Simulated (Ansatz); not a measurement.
MnO:

```
CELL_PARAMETERS angstrom
2.96949 0.00000 0.00000
-1.48474 2.57165 0.00000
0.00000 0.00000 2.89807
ATOMIC_POSITIONS crystal
Mn 0.00000 0.00000 0.00000
O 0.66667 0.33333 0.50000
```

Measurements of this composition are mostly on another form, of space group No. 225.

```yaml
Program: Ansatz 0.2.0
Task: relaxation of cell and atoms
Functional: HF
Potentials_or_basis: Ansatz PAW
Cutoff: "420 eV (not typed: the program's choice for these potentials)"
k_mesh: 5 × 5 × 5
Occupations: fermi-dirac, width 0.05 eV
Spin: collinear spin, ferromagnetic start
Starting_moments: "[4.0, 0.0] μB"
```

At the start: volume 11.07 Å³/atom.

**Question.** Where does the relaxation end?

**Answer.** It ends after 8 steps and the volume is 11.63 Å³/atom (+5.1 %); space group P-6m2 (No. 187, to 0.05 Å); moment 5.00 μB per cell.

The path:
```tsv
step	energy change (eV)	largest force (eV/Å)	volume (Å³)
1	0.0000	0.0000	22.13
2	-0.0852	0.0000	22.97
3	-0.1011	0.0000	22.99
4	-0.0996	0.0000	23.32
5	-0.1003	0.0000	23.25
6	-0.1117	0.0000	23.25
7	-0.1116	0.0000	23.27
8	-0.1117	0.0000	23.27
```

Final structure:
```
Mn O
1.0
     3.08716    0.00000    0.00000
    -1.54358    2.67356    0.00000
     0.00000    0.00000    2.81892
Mn O
1 1
Direct
  0.00000 0.00000 0.00000
  0.66667 0.33333 0.50000
```

Caveat: the k mesh is coarse (spacing up to 0.49 Å⁻¹), so the values aren't converged, least of all with exact exchange; the magnetic or orbital state may not be the lowest; the plane-wave basis is chosen anew once the cell has moved, so the energies of steps on either side of that aren't comparable; the pressure holds a Pulay correction of +1.4 GPa for the finite cutoff; a cell with one magnetic atom can't hold antiferromagnetic order, which such compounds often take; the PAW data sets come from PBE, with cores solved anew for the run's functional, which leaves a small shift of forces and pressure.
